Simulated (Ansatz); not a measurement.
Molecular dynamics on a 2×2×2 supercell (16 atoms) of BeTe (CsCl type), relaxed with r2SCAN. Forces come from PBE in Ansatz: a Langevin thermostat at fixed volume, 200 K, steps of 1.5 fs. Computed, non-magnetic; the trajectory is short and the cell small, so nothing here is a converged average. The structure comes from a prototype and may be hypothetical.

```yaml
crystal:
  lattice:
    - [6.7301189675, 0.0, 0.0]
    - [0.0, 6.7301189675, 0.0]
    - [0.0, 0.0, 6.7301189675]
  atoms:
    - { symbol: Be, position: [0.0, 0.0, 0.0] }
    - { symbol: Te, position: [0.25, 0.25, 0.25] }
    - { symbol: Be, position: [0.0, 0.0, 0.5] }
    - { symbol: Te, position: [0.25, 0.25, 0.75] }
    - { symbol: Be, position: [0.0, 0.5, 0.0] }
    - { symbol: Te, position: [0.25, 0.75, 0.25] }
    - { symbol: Be, position: [0.0, 0.5, 0.5] }
    - { symbol: Te, position: [0.25, 0.75, 0.75] }
    - { symbol: Be, position: [0.5, 0.0, 0.0] }
    - { symbol: Te, position: [0.75, 0.25, 0.25] }
    - { symbol: Be, position: [0.5, 0.0, 0.5] }
    - { symbol: Te, position: [0.75, 0.25, 0.75] }
    - { symbol: Be, position: [0.5, 0.5, 0.0] }
    - { symbol: Te, position: [0.75, 0.75, 0.25] }
    - { symbol: Be, position: [0.5, 0.5, 0.5] }
    - { symbol: Te, position: [0.75, 0.75, 0.75] }
kpoints:
  mp_grid: { grid: [2, 2, 2] }
hamiltonian:
  xc: pbe
scf:
  occupations: { method: fermi_dirac, width: 0.02 }
md:
  ensemble: nvt_langevin
  temperature: 200
  timestep: 1.5
  n_steps: 20
  initial_velocities: maxwell_boltzmann
  seed: 5325
```

Run as `ansatz run input.yaml --threads 4 --pin off --max-ram 3686MiB --backend cpu --events-out ev --progress --plain --runs-dir out`.

Task: It ran on 4 threads of Arm Neoverse N1, on a shared host, load about 0.9 per core. About how long did it take, and how much host memory at the peak?

Result: About 84 s, with a peak of 1 GiB.

```tsv
step	t (fs)	T (K)	free energy F from step 0 (meV/atom)	kinetic energy (meV/atom)	largest force (eV/Å)
0	0	188	0.0	24.2	0.00
1	1.5	204	-0.1	26.3	0.07
2	3	207	-0.3	26.8	0.13
3	4.5	204	-0.7	26.3	0.19
4	6	206	-1.2	26.6	0.25
5	7.5	201	-1.8	26.0	0.30
6	9	218	-2.5	28.2	0.35
7	10.5	230	-3.3	29.7	0.41
8	12	223	-4.2	28.9	0.46
9	13.5	234	-5.2	30.2	0.51
10	15	235	-6.2	30.3	0.57
11	16.5	251	-7.3	32.5	0.63
12	18	255	-8.5	33.0	0.68
13	19.5	267	-9.8	34.5	0.73
14	21	268	-11.2	34.7	0.78
15	22.5	262	-12.6	33.8	0.83
16	24	278	-14.0	36.0	0.88
17	25.5	298	-15.5	38.5	0.92
18	27	312	-17.1	40.3	0.96
19	28.5	344	-18.9	44.4	0.99
20	30	356	-20.8	46.1	1.02
```

The temperature goes from 188 K to 356 K in 30 fs. The free energy ends below that of the starting lattice, which is therefore no minimum: the cell is distorting and heats up. By the last step the atoms have moved 0.16 Å in the root mean square, the drift of the whole cell taken out, 0.28 Å at most.

Positions (Å) and forces (eV/Å) at step 20:
```
Be   0.151   0.063   0.015     0.165  -0.022  -0.042
Te   1.733   1.727   1.625    -0.020   0.541  -0.469
Be   0.133  -0.236   3.406     0.044  -0.210   0.126
Te   1.654   1.636   5.031    -0.009  -0.551  -0.641
Be   0.146   3.599  -0.012    -0.206   0.082   0.147
Te   1.660   5.074   1.731     0.022   0.364   0.954
Be   0.206   3.541   3.418     0.163   0.113  -0.191
Te   1.647   5.017   5.108     0.066  -0.297   0.631
Be   3.461   0.080  -0.257    -0.027  -0.049  -0.087
Te   5.021   1.691   1.648     0.194  -0.154   0.517
Be   3.165   0.003   3.523    -0.136  -0.018  -0.003
Te   5.029   1.703   5.130    -0.069   0.315   0.295
Be   3.387   3.299   0.026     0.015  -0.102  -0.053
Te   5.073   5.042   1.639     0.037  -0.268  -0.621
Be   3.462   3.397   3.436    -0.002   0.123   0.084
Te   5.024   5.025   5.024    -0.238   0.134  -0.646
```

Where bands overlap the cell is a metal at that level, and these k meshes limit energies, forces and stress. Overlaps of a few tenths of an eV in semilocal functionals can be an artefact that a hybrid or GW lifts.
